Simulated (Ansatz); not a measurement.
# Nb (Im-3m) in Ansatz: a series of runs

The runs below take Nb through band structure, with PBE.

Everything below comes from runs of Ansatz 0.2.0. Logs are shortened: lines on timing, memory, paths and dates and some standing lists are left out, and cuts for length are marked.

**1. The structure**

The structure is cubic, space group Im-3m (No. 229). The conventional cell has a = 3.328 Å, b = 3.328 Å, c = 3.328 Å, α = 90.00°, β = 90.00°, γ = 90.00°. Nb (site symmetry m-3m) has 8 Nb at 2.88 Å as nearest neighbours.

**2. Band structure, PBE**

Input file input.yaml:

```yaml
crystal:
  lattice:
    - [-1.66395, 1.66395, 1.66395]
    - [1.66395, -1.66395, 1.66395]
    - [1.66395, 1.66395, -1.66395]
  atoms:
    - { symbol: Nb, position: [0.0, 0.0, 0.0] }
hamiltonian:
  xc: pbe
  pseudopotentials: { kind: paw, source: jth }
kpoints:
  mp_grid: { grid: [11, 11, 11] }
  band_path:
    path:
      - [[0.0, 0.0, 0.0], [0.5, -0.5, 0.5], [0.0, 0.0, 0.5], [0.0, 0.0, 0.0], [0.25, 0.25, 0.25], [0.5, -0.5, 0.5]]
      - [[0.25, 0.25, 0.25], [0.0, 0.0, 0.5]]
    npoints: 14
scf:
  occupations: { method: fermi_dirac, width: 0.05 }
  n_extra_bands: 6
output:
  forces: true
  stress: true
  eigenvalues: true
  fatbands: false
```

Potentials or basis: JTH PAW.

The run is started by

```sh
> ansatz run input.yaml --threads 2 --pin off --max-ram 5632MiB --backend cpu --events-out ev --progress --plain --runs-dir out
```

Log:

```text
Warning: the checks of this Nb dataset prove no rule for summing its radial tables, as where they were carried onto another mesh than they were made on, and Gregory's rule is taken, under which a leading mesh point left out moves its sums only by what lay on the interval it spanned. That does not make them correct, and they differ from Quantum ESPRESSO's on this file; a re-export a fraction of a mesh step off can move them. hamiltonian.pseudopotentials.radial_quadrature: simpson_from_first_knot sums it by `pw.x`'s rule; on a PAW file no value gives `pw.x`'s numbers. What more to know: hamiltonian.pseudopotentials.radial_quadrature, in the input reference
Warning: RAYON_NUM_THREADS=2 ignored (pool sized by the plan → 2); use --threads N
scf.n_extra_bands = 6 over 7 filled bands (N_el = 13.0): the run solves 13 bands
Engine: ansatz 0.2.0, x86_64-unknown-linux-gnu
Pseudopotentials: kind: paw
Pseudopotential: Nb, paw, valence charge 13, recommended cutoff 1170 eV (normal), Nb.paw.azcp
Functional definition: PBE
  parameter kappa = 0.804
  parameter beta = 0.06672455060314922
  exchange = pbe_x(kappa = kappa, mu = beta*pi^2/3)
  correlation = pbe_c(beta = beta)
Crystal: 1 atoms, lattice volume = 18.428 Å³
Basis set: ecut = 1170 eV, 1721 PW (Γ), exchange–correlation on 72×72×72 points (8 copies of the dense FFT grid, shifted against one another)
Bands: 13, of which v1, the nominal top of the filled ones, is band 7 counted from 1 (6 counted from 0)
Symmetry: 48 space group operations
Space group: Im-3m (ITA 229), of the structure as read, at distance tolerance 2.6e-5 Å
k-points: 56 of 1331
Non-local potential: Nb, projectors of the file, l = 0: 2, l = 1: 2, l = 2: 2
PAW form: soft (Blöchl's): semilocal exchange-correlation on the pseudo side does not see the compensation charge
PAW one-centre angular grid: Nb, 590 points (default); XC on 64 Gauss nodes
Initial density: superposition of atomic densities (chi_scale 0.1, normalization cell)
Initial wavefunctions: pseudopotential atomic-orbital guess
Functional: x = pbe(κ = 0.804, μ = 0.2195149727645171), c = pbe(β = 0.06672455060314922)
SCF iter   1: F=—  HF=-4548.416870 eV  |F-HF|=—  |Δ(HF+E_count)|=         —  Δρ=8.25e-2  dr2=1.51e0  ethr=3.10e-3  ⟨swp⟩=7.8  Hψ=5785  notcnv=0  defer=6
preconditioner: auto → none  [insulator: Δε(μ)=0.115 eV  Ē_g=10.586 eV  σ=0.050 eV  W_gap=0.52  n_scr=0 (ndim 8)  ℏωp=19.3 eV  f_vac=0.000  D(μ)=0.90/eV (n_scr^D=12)  ε∞_Penn≈4.3]
SCF iter   2: F=—  HF=-4547.906496 eV  |F-HF|=—  |Δ(HF+E_count)|=   5.10e-1  Δρ=2.42e-2  dr2=5.07e-2  ethr=3.10e-3  ⟨swp⟩=3.1  Hψ=1863  notcnv=0  defer=81
SCF iter   3: F=—  HF=-4547.899571 eV  |F-HF|=—  |Δ(HF+E_count)|=   6.92e-3  Δρ=1.03e-2  dr2=7.12e-3  ethr=3.90e-4  ⟨swp⟩=2.0  Hψ=922  notcnv=0  defer=81
SCF iter   4: F=—  HF=-4547.899445 eV  |F-HF|=—  |Δ(HF+E_count)|=   1.26e-4  Δρ=6.05e-4  dr2=1.60e-5  ethr=5.48e-5  ⟨swp⟩=1.9  Hψ=875  notcnv=0  defer=81
SCF iter   5: F=—  HF=-4547.899478 eV  |F-HF|=—  |Δ(HF+E_count)|=   3.36e-5  Δρ=2.77e-5  dr2=1.10e-7  ethr=1.23e-7  ⟨swp⟩=3.4  Hψ=1205  notcnv=0  defer=81
SCF iter   6: F=-4547.899478 eV  HF=-4547.899478 eV  |F-HF|=7.54e-10  |Δ(HF+E_count)|=   1.26e-9  Δρ=3.82e-6  dr2=5.60e-10  ethr=7.69e-10  ⟨swp⟩=11.7  Hψ=4439  notcnv=0
SCF 1 converged in 6 iterations: F = -4547.899478 eV  dr2 = 5.60e-10
NSCF: frozen V_eff on 86 k-points
SCF converged after 6 iterations
Free energy (F): -4547.899478 eV
Harris-Foulkes:  -4547.899478 eV  (|F-HF|=7.54e-10)
Internal energy: -4547.884811 eV  (E = F + TS)
E sigma→0 (E₀):  -4547.892145 eV
Entropy (-TS):   -0.014667 eV (-14.667 meV/atom)
Fermi energy:    16.969620 eV
--- Per-component energies (eV) ---
  E_band       = -77.703425
  E_kinetic    = 357.709156
  E_local      = -1049.668484  (includes V_loc(G=0)·N_el)
  E_nonlocal   = 502.973932
  E_hartree    = 241.483894
  E_xc         = -179.678951
  E_vxc        = -211.598374  (∫ρ·V_xc dr)
  E_paw        = -3090.102396  (= ΣΔE_a)
  E_vpaw       = -160.087739  (= ΣTr[D̂ρ^β])
  E_aug_tail   = -0.000008  (compensation charges beyond the density's cutoff)
  E_ewald      = -1330.601953
  E_smearing   = -0.014667  (= −TS)
  E_closure    = -0.000000  (closes the sum)
  Σ components = -4547.899478   (vs F -4547.899478, Δ=0.00e0)
--- Forces (eV/Å), atoms counted from 1 ---
  atom   1  Nb    -0.00000000     0.00000000     0.00000000
  max |Σ_I F_I| component: 3.90e-32 eV/Å
--- Stress (GPa, compression-positive) ---
       -2.086750       0.000000      -0.000000
        0.000000      -2.086750       0.000000
        0.000000       0.000000      -2.086750
  P = ⅓ Tr σ = -2.0867 GPa (-20.867 kbar)
--- Band table (eV; the first three rows and the last of 56) ---
  k-point 0: bands = ["-37.3905", "-12.7464", "-12.7464", "-12.7464", "11.1358", "17.3731", "17.3731", "17.3731", "20.2070", "20.2070", "31.1222", "31.1222", "31.1222"]
  k-point 1: bands = ["-37.3731", "-12.8537", "-12.7792", "-12.7472", "11.4630", "17.1752", "17.3179", "17.6886", "19.9285", "20.2102", "31.3745", "31.6900", "31.8165"]
  k-point 2: bands = ["-37.3259", "-13.1348", "-12.8663", "-12.7495", "12.3204", "16.6914", "17.0649", "18.6027", "19.6240", "20.2559", "31.6710", "32.9349", "33.2672"]
  k-point 55: bands = ["-37.0149", "-13.6141", "-13.5944", "-13.5944", "13.5022", "13.5526", "21.8621", "21.8621", "22.2956", "25.4394", "26.6471", "26.6471", "35.5007"]
```

Run time: 2.8 s. Hardware: 2 threads of Intel Xeon Platinum 8259CL at 2.50GHz (Skylake/Cascade Lake), shared host; peak memory 0.38 GiB.

Results:

```
Free energy            : -4547.8995 eV
Pressure               : -2.1 GPa
Band gap on the k mesh : none (metal or under the smearing width)
```

Levels at the corners of the path, in eV from the Fermi level:
```csv
point,band 3,band 4,band 5,band 6,band 7,band 8,band 9,band 10
Γ,-29.72,-29.72,-5.83,0.40,0.40,0.40,3.24,3.24
H,-30.58,-30.58,-3.56,-3.56,5.48,5.48,5.48,8.91
N,-30.12,-29.73,-3.59,-1.56,2.21,3.26,3.92,6.22
Γ,-29.72,-29.72,-5.83,0.40,0.40,0.40,3.24,3.24
P,-30.36,-30.36,-1.05,-1.05,-1.05,4.05,4.05,9.24
H,-30.58,-30.58,-3.56,-3.56,5.48,5.48,5.48,8.91
P,-30.36,-30.36,-1.05,-1.05,-1.05,4.05,4.05,9.24
N,-30.12,-29.73,-3.59,-1.56,2.21,3.26,3.92,6.22
```

**3. Band structure, PBE**

Changes to input.yaml since step 2:

```diff
@@ -9,3 +9,3 @@
   xc: pbe
-  pseudopotentials: { kind: paw, source: jth }
+  pseudopotentials: { kind: nc, source: spms }
 kpoints:
@@ -24,2 +24,2 @@
   eigenvalues: true
-  fatbands: false
+  fatbands: true
```

Potentials or basis: SPMS NC.

The run is started by

```sh
> ansatz run input.yaml --threads 2 --pin off --max-ram 5632MiB --backend cpu --events-out ev --progress --plain --runs-dir out
```

It took 1.7 s on 2 threads of Intel Xeon Platinum 8259CL at 2.50GHz (Skylake/Cascade Lake), shared host; peak memory 0.3 GiB.

The run converged. Its results:

| Quantity | Value |
| --- | --- |
| Free energy | -1702.5247 eV |
| Pressure | -1.8 GPa |
| Band gap on the k mesh | none (metal or under the smearing width) |

Levels at the corners of the path, in eV from the Fermi level:
```csv
point,band 4,band 5,band 6,band 7,band 8,band 9
Γ,-29.71,-5.83,0.40,0.40,0.40,3.23
H,-30.57,-3.56,-3.56,5.48,5.48,5.48
N,-29.72,-3.59,-1.56,2.22,3.25,3.91
Γ,-29.71,-5.83,0.40,0.40,0.40,3.23
P,-30.35,-1.05,-1.05,-1.05,4.04,4.04
H,-30.57,-3.56,-3.56,5.48,5.48,5.48
P,-30.35,-1.05,-1.05,-1.05,4.04,4.04
N,-29.72,-3.59,-1.56,2.22,3.25,3.91
```

**4. Band structure, PBE**

Changes to input.yaml since step 3:

```diff
@@ -9,3 +9,3 @@
   xc: pbe
-  pseudopotentials: { kind: nc, source: spms }
+  pseudopotentials: { kind: nc, accuracy: standard }
 kpoints:
@@ -24,2 +24,2 @@
   eigenvalues: true
-  fatbands: true
+  fatbands: false
```

Potentials or basis: PseudoDojo standard (PBE files).

The run is started by

```sh
> ansatz run input.yaml --threads 2 --pin off --max-ram 5632MiB --backend cpu --events-out ev --progress --plain --runs-dir out
```

Wall time 2.5 s (2 threads of Intel Xeon Platinum 8259CL at 2.50GHz (Skylake/Cascade Lake), shared host); peak memory 0.34 GiB.

It converged, with:

* Free energy: -1694.8870 eV
* Pressure: -1.9 GPa
* Band gap on the k mesh: none (metal or under the smearing width)

Levels at the corners of the path, in eV from the Fermi level:
```csv
point,band 2,band 3,band 4,band 5,band 6,band 7,band 8,band 9,band 10,band 11
Γ,-29.72,-29.72,-29.72,-5.83,0.40,0.40,0.40,3.23,3.23,14.27
H,-30.58,-30.58,-30.58,-3.56,-3.56,5.48,5.48,5.48,8.94,8.94
N,-30.98,-30.12,-29.73,-3.59,-1.56,2.22,3.25,3.91,6.22,11.64
Γ,-29.72,-29.72,-29.72,-5.83,0.40,0.40,0.40,3.23,3.23,14.27
P,-30.36,-30.36,-30.36,-1.05,-1.05,-1.05,4.04,4.04,9.27,11.72
H,-30.58,-30.58,-30.58,-3.56,-3.56,5.48,5.48,5.48,8.94,8.94
P,-30.36,-30.36,-30.36,-1.05,-1.05,-1.05,4.04,4.04,9.27,11.72
N,-30.98,-30.12,-29.73,-3.59,-1.56,2.22,3.25,3.91,6.22,11.64
```

**5. The runs side by side**

```tsv
potentials or basis	cutoff (eV)	gap on the mesh (eV)	pressure (GPa)
JTH PAW	1170	none	-2.1
SPMS NC	762	none	-1.8
PseudoDojo standard (PBE files)	1116	none	-1.9
```

Alike in all rows: task band structure; level PBE; no spin polarisation; cell as given; k mesh 11 × 11 × 11; smearing fermi-dirac 0.05 eV.

Total energies depend on the potentials used, so only differences within one code and one set of settings carry meaning.
